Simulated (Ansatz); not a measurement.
## Cu2O at a changed volume — 65Cu NMR of the central transition

Cell: a COD entry, relaxed with PBE at fixed cell and then changed (volume scaled by 1.04, ions relaxed).

```cif
data_Cu2O
_symmetry_space_group_name_H-M 'Pn-3m:1'
_symmetry_Int_Tables_number 224
_cell_length_a 4.3247
_cell_length_b 4.3247
_cell_length_c 4.3247
_cell_angle_alpha 90.000
_cell_angle_beta 90.000
_cell_angle_gamma 90.000
loop_
_atom_site_label
_atom_site_type_symbol
_atom_site_symmetry_multiplicity
_atom_site_Wyckoff_symbol
_atom_site_fract_x
_atom_site_fract_y
_atom_site_fract_z
Cu Cu 4 b 0.2500 0.2500 0.2500
O O 2 a 0.0000 0.0000 0.0000
```

One atom of each set is listed.

All values are calculated (Ansatz; DFT, PBE, plane waves and PAW, scalar-relativistic, 420 eV cutoff, Γ-centred 7×7×7 k-points, Fermi–Dirac smearing 0.02 eV), not measured.

65Cu has I = 3/2 and Q = -204.0 mb (Pyykkö 2018); at 16.4 T its Larmor frequency is ν₀ = 198.5 MHz. Only the quadrupole interaction is simulated: positions count from each site's isotropic chemical shift, and shift anisotropy, dipolar and J coupling are left out.

Simulated pattern of one Cu site (static powder, Gaussian broadening 10 kHz):

(offset (kHz), height): (-227.1, 0), (-215.4, 17), (-203.6, 100), (-191.9, 65), (-180.2, 47), (-168.5, 39), (-156.7, 35), (-145.0, 32), (-133.3, 30), (-121.5, 28), (-109.8, 27), (-98.1, 26), (-86.3, 25), (-74.6, 25), (-62.9, 24), (-51.2, 24), (-39.4, 24), (-27.7, 24), (-16.0, 24), (-4.2, 23), (7.5, 19), (19.2, 19), (30.9, 20), (42.7, 21), (54.4, 23), (66.1, 24), (77.9, 28), (89.6, 33), (101.3, 46), (113.0, 71), (124.8, 12), (136.5, 0)

Q: Which |C_Q| and η does the pattern imply?

A: The pattern spans 324 kHz before broadening and its centre of gravity is at -62.1 kHz, which fixes P_Q; the places of the horns and steps fix η. That gives P_Q = 22.2 MHz, |C_Q| = 22.2 MHz and η = 0.00. The sign of C_Q can't be read from the pattern.

An axis of threefold or higher order runs through Cu, so V_zz lies along it and η is zero.

Semilocal functionals underestimate gradients at Cu(I) with two or three neighbours, in Cu₂O by a fifth to nearly a half. With a gap of 0.4 eV on this mesh, the gradients can still move by some per cent as the k-mesh gets denser.

The relaxation (1 step) took 4.5 s of wall time (4.4 s of CPU time) and 0.44 GiB at its peak, on 1 thread of Intel Xeon 6975P-C (Granite Rapids) (x86_64; 16 cores open to the job, memory cap 3.0 GiB, no GPU), a shared host with a load of 0.4 a core.
